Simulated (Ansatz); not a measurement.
**Two structures of Re: comparison of enthalpies under pressure from a Python script**

One table from this session's results is given with a row withheld; the runs are named, their logs left out.

Program: the Python package of Ansatz 0.2.0. Level of theory: DFT PBE, plane waves, PAW. These are calculated values, not measurements.

## The structure

Re Pm-3m: Symmetry: Pm-3m, No. 221, cubic system. Conventional cell: a = 2.530 Å, b = 2.530 Å, c = 2.530 Å, α = 90.00°, β = 90.00°, γ = 90.00°. Re (site symmetry m-3m) is surrounded by 6 Re at 2.53 Å.

Re P6_3/mmc: It takes space group P6_3/mmc (No. 194, hexagonal). The conventional cell has a = 2.750 Å, b = 2.750 Å, c = 4.491 Å, α = 90.00°, β = 90.00°, γ = 120.00°. Around Re (site symmetry -6m2) lie 12 Re at 2.75 Å.

The script holds or builds the structure itself.

Set-up of the first run:

transition_re.py reads:

```python
"""Pressure at which two phases of Re cross."""

import warnings

import ansatz as az
import numpy as np
import pandas as pd


def sc(first, a):
    return (
        az.Lattice.cubic(a)
        .space_group(221)
        .atom(first, (0, 0, 0))
    )


def hcp(A, a):
    return (
        az.Lattice.from_parameters(a, a, 1.633 * a, alpha=90, beta=90, gamma=120)
        .space_group(194)
        .atom(A, (1 / 3, 2 / 3, 0.25))
    )


def run_phase(name, crystal, pressure=0.0):
    calc = (
        crystal.calculation()
        .functional(az.Functional.PBE)
        .basis(470)
        .kpoints(spacing=0.27)
        .occupations("fermi_dirac", width=0.05)
    )
    calc = calc.relax(force_tolerance=0.03, cell=True, pressure=pressure)
    return calc.run(threads=1)


def volume_per_atom(outcome):
    return abs(np.linalg.det(outcome.lattice.cell_ang)) / len(outcome.lattice.sites)

warnings.simplefilter("ignore", az.DeckWarning)

phases = {}
phases["sc"] = sc("Re", 2.53)
phases["hcp"] = hcp("Re", 2.75)

# H = E + PV, with 1 eV per cubic angstrom equal to 160.2 GPa
pressures = [0, 20, 40, 60]
enthalpy, volume = {name: [] for name in phases}, {name: [] for name in phases}
for p in pressures:
    for name, crystal in phases.items():
        o = run_phase(name, crystal, pressure=p)
        volume[name].append(volume_per_atom(o))
        enthalpy[name].append(o.report["energy_sigma0_ev"] / len(o.lattice.sites) + p * volume[name][-1] / 160.21766)
gap = np.array(enthalpy["hcp"]) - np.array(enthalpy["sc"])
rows = [(p, va, vb, 1000 * d) for p, va, vb, d in zip(pressures, volume["sc"], volume["hcp"], gap)]
print(pd.DataFrame(rows, columns=["P (GPa)", "V sc (A^3/atom)", "V hcp (A^3/atom)", "H(hcp) - H(sc) (meV/atom)"]).round(4).to_string(index=False))
crossings = [p0 - g0 * (p1 - p0) / (g1 - g0) for p0, p1, g0, g1 in zip(pressures, pressures[1:], gap, gap[1:]) if g0 * g1 < 0]
print("crossing near", [round(float(p), 1) for p in crossings], "GPa") if crossings else print("no crossing in this range")
```

Command:

```console
> python transition_re.py
```

Steps of the session up to this table: Launch.

One of the session's tables, all rows but one given; the rest of the session is left out.

It belongs to the step «Run by run». Enthalpy H = E + pV of the second structure less the first:

```
pressure (GPa)  ΔH (meV/atom)
             0        -1367.7
            20        -1614.9
            40              ?
            60        -2009.1
```

Estimate the missing values for pressure (GPa) = 40.

Worked estimate for «ΔH (meV/atom)». A straight line through the neighbours (20, -1614.9) and (60, -2009.1) gives -1614.9 + (-2009.1 + 1614.9) × (40 − 20) / (60 − 20) = -1812.0; a parabola fitted to 3 rows on both sides gives -1828.7.

As computed: ΔH (meV/atom): -1825.0. In «ΔH (meV/atom)» the line misses by +13.0 and the parabola by -3.7.
